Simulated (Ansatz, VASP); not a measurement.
**TaSi2 in VASP and in Ansatz**

The input INCAR:

```
SYSTEM = TaSi2
PREC = Accurate
ENCUT = 520
EDIFF = 1E-6
ISMEAR = 0
SIGMA = 0.2
LREAL = .FALSE.
LASPH = .TRUE.
NELM = 100
ALGO = Normal
ISIF = 2
LWAVE = .FALSE.
LCHARG = .TRUE.
GGA = PE
LELF = .TRUE.
LVHAR = .TRUE.
NBANDS = 28
```

Contents of KPOINTS:

```
Automatic mesh
0
G
  8 4 4
  0 0 0
```

POSCAR

```
TaSi2
1.0
    2.9908086921      0.0000000000      0.0000000000
    0.0000000000      5.1802326105      0.0000000000
    0.0000000000      0.0000000000      6.3523950128
Ta Si
2 4
Direct
    0.5000000000      0.1666666667      0.5000000000
    0.0000000000      0.6666666667      0.5000000000
    0.0000000000      0.3333333333      0.1836441230
    0.5000000000      0.8333333333      0.1836441230
    0.0000000000      0.3333333333      0.8163558770
    0.5000000000      0.8333333333      0.8163558770
```

Input for Ansatz:

```yaml
crystal:
  lattice:
    - [2.9908086921, 0.0, 0.0]
    - [0.0, 5.1802326105, 0.0]
    - [0.0, 0.0, 6.3523950128]
  atoms:
    - { symbol: Ta, position: [0.5, 0.1666666667, 0.5] }
    - { symbol: Ta, position: [0.0, 0.6666666667, 0.5] }
    - { symbol: Si, position: [0.0, 0.3333333333, 0.183644123] }
    - { symbol: Si, position: [0.5, 0.8333333333, 0.183644123] }
    - { symbol: Si, position: [0.0, 0.3333333333, 0.816355877] }
    - { symbol: Si, position: [0.5, 0.8333333333, 0.816355877] }
basis:
  ecutwfc: 420
kpoints:
  mp_grid: { grid: [8, 4, 4] }
hamiltonian:
  xc: pbe
scf:
  occupations: { method: gaussian, width: 0.2 }
  lower_state_search: "off"
output:
  forces: true
  stress: true
  eigenvalues: true
```

Alike in both runs: task single point; functional PBE; k mesh 8 × 4 × 4; occupations gaussian, width 0.2 eV; no spin polarisation.

|  | VASP | Ansatz |
| --- | --- | --- |
| version | VASP 6.6.1 | Ansatz 0.2.0 |
| potentials or method | VASP PAW PBE potentials, release 64 (Ta_pv, Si) | scalar-relativistic, plane waves, PAW |
| plane-wave cutoff (eV) | 520 | 420 |
| valence electrons in the cell | 38 | 42 |

|  | VASP | Ansatz | Ansatz less VASP |
| --- | --- | --- | --- |
| gap on the k mesh at the Fermi level (eV) | none | none | - |
| pressure (GPa) | 0.1 | 0.1 | -0.06 |
| largest component of the traceless stress (GPa) | 1.20 | 1.18 | -0.013 |
| rms of the force components (eV/Å) | 0.012 | 0.018 | +0.0054 |

Atom by atom the forces differ by 0.009 eV/Å (rms over components). A gap of «none» marks a metal or a gap that the smearing closes. The two sets of potentials don't hold the same shells in valence.

The runs have no spin-orbit coupling, so splittings on Ta are missing.
